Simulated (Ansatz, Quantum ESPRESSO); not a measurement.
# Evanescent states of BAs, zinc blende type, lattice constant set to 4.533 Å, part 4 of 4

How good a tunnel barrier is BAs, zinc blende type, lattice constant set to 4.533 Å?

Quantum ESPRESSO 7.5; plane-wave DFT, PBEsol, GBRV ultrasoft pseudopotentials; cross-check by Ansatz 0.2.0 with PAW datasets.

So far. Step 2 (SCF with pw.x): The run needed 11 iterations to bring the estimated error under 1e-09 Ry.

### 5. The same in Ansatz (continued)

Level of this step: plane-wave DFT, PBEsol, Ansatz PAW (Ansatz).

K across = (0, 0) in the cell's reciprocal vectors. Re kz of states that move upwards against energy, zero at the highest filled level of the SCF mesh:

| energy (eV) | channel 1 (Å⁻¹) | channel 2 (Å⁻¹) | channel 3 (Å⁻¹) |
| --- | --- | --- | --- |
| -1.92 | -0.439 | -0.439 | -0.424 |
| -1.76 | -0.410 | -0.410 | -0.403 |
| -1.60 | -0.382 | -0.382 | -0.381 |
| -1.44 | -0.359 | -0.353 | -0.353 |
| -1.28 | -0.336 | -0.325 | -0.325 |
| -1.12 | -0.311 | -0.296 | -0.296 |
| -0.96 | -0.286 | -0.268 | -0.268 |
| -0.64 | -0.229 | -0.208 | -0.208 |
| -0.48 | -0.197 | -0.175 | -0.175 |
| -0.32 | -0.159 | -0.139 | -0.139 |
| -0.16 | -0.111 | -0.0955 | -0.0955 |
| 0.00 | - | - | - |
| 0.16 | - | - | - |
| 0.32 | - | - | - |
| 0.48 | - | - | - |
| 0.64 | - | - | - |
| 0.80 | - | - | - |
| 0.96 | -0.143 | 0.363 | - |
| 1.12 | -0.0131 | 0.502 | - |
| 1.44 | 0.122 | 0.661 | - |
| 1.60 | -0.663 | 0.174 | - |
| 1.76 | -0.606 | 0.219 | - |
| 1.92 | -0.554 | 0.259 | - |
| 2.08 | -0.504 | 0.296 | - |
| 2.24 | -0.456 | 0.331 | - |
| 2.40 | -0.410 | 0.363 | - |
| 2.56 | -0.365 | 0.393 | - |
| 2.72 | -0.319 | 0.422 | - |
| 2.88 | -0.273 | 0.449 | - |
| 3.04 | -0.224 | 0.475 | - |
| 3.20 | -0.170 | 0.500 | - |
| 3.52 | 0.0523 | 0.0523 | 0.548 |
| 3.68 | 0.102 | 0.102 | 0.570 |
| 3.84 | 0.137 | 0.137 | 0.592 |
| 4.00 | 0.167 | 0.167 | 0.614 |
| 4.16 | 0.193 | 0.193 | 0.635 |
| 4.32 | 0.218 | 0.218 | 0.655 |
| 4.48 | 0.241 | 0.241 | 0.675 |

K across = (1/2, 0) in the cell's reciprocal vectors; values within 0.0025 1/Å of each other count once, columns are sorted by size at each energy, a dash where no further value was kept. Im kz of the slowest decaying states against energy, zero at the highest filled level of the SCF mesh:

```
energy (eV)  decay 1 (Å⁻¹)  decay 2 (Å⁻¹)  decay 3 (Å⁻¹)
      -1.92          0.100          0.362           1.30
      -1.60          0.161          0.508           1.26
      -1.28          0.200          0.576           1.22
      -0.96          0.228          0.614           1.18
      -0.64          0.250          0.637           1.14
      -0.32          0.266          0.649           1.10
      -0.16          0.273          0.653           1.08
       0.00          0.278          0.654           1.05
       0.16          0.283          0.654           1.03
       0.48          0.290          0.651          0.985
       0.80          0.293          0.644          0.936
       1.12          0.293          0.633          0.885
       1.44          0.290          0.618          0.831
       1.76          0.283          0.600          0.773
       2.08          0.272          0.579          0.711
       2.40          0.255          0.554          0.642
       2.72          0.232          0.526          0.565
       2.88          0.217          0.510          0.522
       3.20          0.176          0.419          0.475
       3.52         0.0987          0.267          0.434
       3.84          0.387              -              -
       4.16          0.125          0.329              -
       4.48          0.153          0.253              -
```

K across = (1/2, 1/2) in the cell's reciprocal vectors; values within 0.0025 1/Å of each other count once, columns are sorted by size at each energy, a dash where no further value was kept. The Im kz of the slowest decaying states by energy, zero at the highest filled level of the SCF mesh:

```csv
energy (eV),decay 1 (Å⁻¹),decay 2 (Å⁻¹)
-1.92,0.320,0.328
-1.76,0.318,0.326
-1.44,0.311,0.320
-1.28,0.306,0.316
-0.96,0.294,0.304
-0.80,0.287,0.297
-0.64,0.278,0.288
-0.32,0.259,0.268
-0.16,0.248,0.256
0.00,0.235,0.243
0.32,0.204,0.211
0.48,0.186,0.191
0.80,0.138,-
0.96,0.102,0.104
1.12,0.0278,0.0489
1.44,-,-
1.60,-,-
1.76,-,-
2.08,-,-
2.24,-,-
2.56,-,-
2.72,-,-
2.88,-,-
3.20,-,-
3.36,-,-
3.52,-,-
3.84,-,-
4.00,-,-
4.32,-,-
4.48,-,-
```

K across = (1/4, 0) in the cell's reciprocal vectors; values within 0.0025 1/Å of each other count once, columns are sorted by size at each energy, a dash where no further value was kept. Im kz of the slowest decaying states against energy, zero at the highest filled level of the SCF mesh:

| energy (eV) | decay 1 (Å⁻¹) | decay 2 (Å⁻¹) | decay 3 (Å⁻¹) |
| --- | --- | --- | --- |
| -1.92 | 1.03 | 1.41 | - |
| -1.76 | 1.01 | 1.40 | - |
| -1.60 | 0.986 | 1.38 | - |
| -1.44 | 0.962 | 1.37 | - |
| -1.28 | 0.0537 | 0.938 | 1.35 |
| -1.12 | 0.110 | 0.913 | 1.34 |
| -0.96 | 0.143 | 0.887 | 1.32 |
| -0.64 | 0.190 | 0.834 | 1.29 |
| -0.48 | 0.0859 | 0.207 | 0.806 |
| -0.32 | 0.160 | 0.222 | 0.778 |
| -0.16 | 0.205 | 0.234 | 0.748 |
| 0.00 | 0.240 | 0.245 | 0.717 |
| 0.16 | 0.255 | 0.267 | 0.685 |
| 0.32 | 0.263 | 0.290 | 0.652 |
| 0.48 | 0.269 | 0.309 | 0.617 |
| 0.64 | 0.275 | 0.325 | 0.580 |
| 0.80 | 0.280 | 0.339 | 0.540 |
| 0.96 | 0.283 | 0.350 | 0.497 |
| 1.12 | 0.285 | 0.360 | 0.451 |
| 1.44 | 0.287 | 0.338 | 0.374 |
| 1.60 | 0.264 | 0.287 | 0.379 |
| 1.76 | 0.157 | 0.285 | 0.382 |
| 1.92 | 0.283 | 0.383 | 1.01 |
| 2.08 | 0.279 | 0.383 | 0.992 |
| 2.24 | 0.274 | 0.382 | 0.973 |
| 2.40 | 0.268 | 0.379 | 0.954 |
| 2.56 | 0.261 | 0.374 | 0.934 |
| 2.72 | 0.252 | 0.367 | 0.915 |
| 2.88 | 0.241 | 0.358 | 0.896 |
| 3.04 | 0.228 | 0.347 | 0.877 |
| 3.20 | 0.212 | 0.333 | 0.857 |
| 3.52 | 0.166 | 0.295 | 0.820 |
| 3.68 | 0.129 | 0.269 | 0.802 |
| 3.84 | 0.0524 | 0.235 | 0.784 |
| 4.00 | 0.0776 | 0.192 | 0.767 |
| 4.16 | 0.104 | 0.128 | 0.738 |
| 4.32 | 0.111 | 0.703 | 0.734 |
| 4.48 | 0.0603 | 0.106 | 0.666 |

### 6. Worked from the printed numbers

T falls as exp(−2κd). With κ = 0.143 1/Å, 10 Å of barrier pass exp(−2 × 0.143 × 10) = 0.057 of that channel, interfaces aside.

### 7. Summary of results

```yaml
gap_on_the_scf_mesh: 0.91 eV
smallest_kappa_at_mid_gap_among_the_four_k_points_at_the_zone_centre: 0.143 Å⁻¹
peak_of_the_smallest_kappa_in_the_stop_band_at_the_zone_centre: 0.174 Å⁻¹
peak_of_the_smallest_kappa_in_the_stop_band_at_1_over_4_0: 0.288 Å⁻¹
energy_of_the_peak_at_the_zone_centre_over_the_highest_filled_level: 0.80 eV
peak_at_the_zone_centre_by_ansatz: 0.178 Å⁻¹
```

What this shows: With a gap of 0.91 eV on the mesh, the smallest κ at mid-gap among the four k points, at the zone centre is 0.143 Å⁻¹ (PBEsol, GBRV ultrasoft). For a barrier with the Fermi level at mid-gap the slowest state found, at the zone centre, loses a factor of ten in probability every 8.0 Å or so. Stop bands away from the zone centre are mostly wider than the gap, so their peaks can lie above the conduction bottom. At the zone centre pwcond's peak is 0.174 and Ansatz's 0.178 1/Å, 2 % apart. The gap holds only 5 points of the energy grid, so peaks are resolved roughly. The cell is the a/√2 one, turned by 45°, with two primitive cells, so X along [001] folds onto kz = 0. A semilocal gap is too small, often by a third to a half and by more in narrow-gap crystals, so real barriers decay faster. Spin-orbit coupling is left out; depending on the atoms that carry the levels of interest, it can split and shift them by tens to hundreds of meV.

[Logs are printed without paths, hosts, clocks, repeated set-up lines and the standing remarks that a program may print on its own settings, such as how far it seeks lower states.]

[Hosts, paths, dates, database ids (printed as entryN), source tags and the programs' standing remarks are cut or masked in the printed files.]

[Maps of the electrostatic potential energy from Ansatz leave out the sawtooth potential of an applied field or a dipole correction, so their vacuum need not be flat; planar profiles and work functions include it.]
